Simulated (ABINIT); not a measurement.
Input of an ABINIT 10.8.3 (patched build) run:

run.abi

```
ndtset 2

pp_dirpath "./"
pseudos "Si.upf, C.upf"

acell 3.076 3.076 5.048 Angstrom
rprim
     1.0000000000     0.0000000000     0.0000000000
    -0.5000000000     0.8660254038     0.0000000000
     0.0000000000     0.0000000000     1.0000000000
ntypat 2
znucl 14 6
natom 4
typat 1 1 2 2
xred
     0.6666666667     0.3333333333     0.5000000000
     0.3333333333     0.6666666667     0.0000000000
     0.6666666667     0.3333333333     0.8850000000
     0.3333333333     0.6666666667     0.3850000000

ecut 41.0

ixc 14

occopt 3
tsmear 0.00183747

nstep 100

iomode 3
prtwf 0
prteig 0
prtebands 0
enunit 1
prtden1 1

kptopt1 1
ngkpt1 10 10 5
nshiftk1 1
shiftk1 0.0 0.0 0.0
nband1 12
tolvrs1 1.0e-10

iscf2 -2
getden2 1
nband2 16
nbdbuf2 2
tolwfr2 1.0e-12
kptopt2 -7
ndivsm2 8
prteig2 1
kptbounds2
     0.0000000000     0.0000000000     0.0000000000
     0.5000000000     0.0000000000     0.0000000000
     0.3333333333     0.3333333333     0.0000000000
     0.0000000000     0.0000000000     0.0000000000
     0.0000000000     0.0000000000     0.5000000000
     0.5000000000     0.0000000000     0.5000000000
     0.3333333333     0.3333333333     0.5000000000
     0.0000000000     0.0000000000     0.5000000000
```

Potentials or basis: PseudoDojo NC SR PBE v0.4.1 standard.

Launch:

```console
$ abinit run.abi > log 2>&1
```

(1) Predict the band gap along the path.

(2) Estimate the band gap on the k mesh.

(3) What does it give for the pressure?

(4) Predict the largest force.

Answers

(1) 2.39 eV, indirect (least direct gap 4.13 eV).

(2) 2.54 eV, indirect (least direct gap 4.13 eV).

(3) 4.3 GPa.

(4) 0.760 eV/Å.

Caveat: the potentials were made for another functional, which shifts forces and pressure; the mesh misses the band edges, which the band path finds closer together.
